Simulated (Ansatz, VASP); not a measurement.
**InP: VASP beside Ansatz**

```xyz
2
Lattice="0.0000 2.9393 2.9393 2.9393 0.0000 2.9393 2.9393 2.9393 0.0000" Properties=species:S:1:pos:R:3 pbc="T T T"
In    0.0000    0.0000    0.0000
P     1.4696    1.4696    1.4696
```

Alike in both runs: functional PBEsol; k mesh 10 × 10 × 10; occupations gaussian, width 0.02 eV; no spin polarisation.

Ansatz relaxed the structure, and its values are those at the end. VASP's run is a single point on that final structure, the one shown.

|  | VASP | Ansatz |
| --- | --- | --- |
| version | VASP 6.6.1 | Ansatz 0.2.0 |
| potentials or method | VASP PAW PBE potentials, release 64 (In_d, P) | scalar-relativistic, plane waves, PAW |
| plane-wave cutoff (eV) | 520 | 420 |
| valence electrons in the cell | 18 | 18 |

```tsv
	VASP	Ansatz	Ansatz less VASP
gap on the k mesh at the Fermi level (eV)	0.57	0.57	+0.002
least direct gap on the mesh (eV)	0.57	0.57	+0.002
pressure (GPa)	0.0	0.0	+0.02
```

Caveats: the PAW data sets were made with another functional, which shifts forces and pressure a little (VASP); spin-orbit coupling is left out, which moves the levels of the heavy elements. A hybrid or GW would open this gap; PBEsol tends to underestimate it.
